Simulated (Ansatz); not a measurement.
The system is CoO.

```xyz
2
Lattice="0.0000 2.3436 2.3436 2.3436 0.0000 2.3436 2.3436 2.3436 0.0000" Properties=species:S:1:pos:R:3 pbc="T T T"
Co    0.0000    0.0000    0.0000
O     1.1718    1.1718    1.1718
```

Measurements of this composition are mostly on another form, of space group No. 225.

```yaml
Program: Ansatz 0.2.0
Task: relaxation of cell and atoms
Functional: HSEsol
Potentials_or_basis: Ansatz PAW
Cutoff: "420 eV (not typed: the program's choice for these potentials)"
k_mesh: 5 × 5 × 5
Occupations: fermi-dirac, width 0.05 eV
Spin: collinear spin, ferromagnetic start
Starting_moments: "[2.0, 0.0] μB"
```

At the start: volume 12.87 Å³/atom.

**Question.** How do energy, volume and symmetry change on relaxing?

**Answer.** It ends after 8 steps and the volume is 11.66 Å³/atom (-9.4 %); space group F-43m (No. 216, to 0.05 Å); moment 3.00 μB per cell.

The path:
```
step  energy change (eV)  largest force (eV/Å)  volume (Å³)
   1              0.0000                0.0000        25.75
   2             -0.0894                0.0000        24.33
   3             -0.1125                0.0000        23.18
   4             -0.1123                0.0000        23.36
   5             -0.1124                0.0000        23.35
   6             -0.1043                0.0000        23.35
   7             -0.1045                0.0000        23.32
   8             -0.1045                0.0000        23.32
```

Final structure:
```
CELL_PARAMETERS angstrom
0.00000 2.26751 2.26751
2.26751 0.00000 2.26751
2.26751 2.26751 0.00000
ATOMIC_POSITIONS crystal
Co 0.00000 0.00000 0.00000
O 0.25000 0.25000 0.25000
```

Caveat: the k mesh is coarse (spacing up to 0.46 Å⁻¹), so the values aren't converged, least of all with exact exchange; the magnetic or orbital state may not be the lowest; the plane-wave basis is chosen anew once the cell has moved, so the energies of steps on either side of that aren't comparable; the pressure holds a Pulay correction of +0.7 GPa for the finite cutoff; a cell with one magnetic atom can't hold antiferromagnetic order, which such compounds often take; the PAW data sets come from PBE, with cores solved anew for the run's functional, which leaves a small shift of forces and pressure.
